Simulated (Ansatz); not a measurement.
## Sr: clamped-ion strain scan

The calculation used Ansatz, DFT PBE, scalar-relativistic, plane waves, PAW. Settings: plane waves to 420 eV, k-mesh 14×14×14 (Γ-centred), Gaussian smearing 0.15 eV. No spin polarisation. Energies are free energies at this smearing, counted from the undisturbed cell; pressure is positive in compression.

The undisturbed cell (as given, not relaxed at this level; it stands at -0.3 GPa):

```yaml
crystal:
  lattice:
    - [0.00000, 3.04235, 3.04235]
    - [3.04235, 0.00000, 3.04235]
    - [3.04235, 3.04235, 0.00000]
  atoms:
    - { symbol: Sr, position: [0.00000, 0.00000, 0.00000] }
```

The cell is strained by ε times the Voigt pattern (0, 0, 0, 0, 0, 1) (xx, yy, zz, yz, xz, xy; engineering shear) with fractional coordinates fixed. The cell is metallic on the mesh throughout.

```csv
ε,ΔE (meV/atom),"stress summed along the pattern (GPa, tension positive)",pressure (GPa)
-0.0400,2.8,-0.41,-0.3
-0.0200,?,?,-0.3
0.0000,0.0,0.00,-0.3
0.0050,0.0,0.05,-0.3
0.0100,?,0.10,-0.3
0.0150,0.4,0.15,-0.3
0.0250,1.1,0.26,-0.3
0.0300,1.6,0.31,-0.3
0.0350,2.2,0.36,-0.3
```

By symmetry 0.0400 repeats -0.0400, -0.0300 repeats 0.0300, 0.0200 repeats -0.0200, -0.0100 repeats 0.0100 in energy, with the opposite slope along the path.

(1) Give the withheld values.

Answers

(1) ΔE (meV/atom) at ε = -0.0200: 0.7; stress summed along the pattern (GPa, tension positive) at ε = -0.0200: -0.20; ΔE (meV/atom) at ε = 0.0100: 0.2.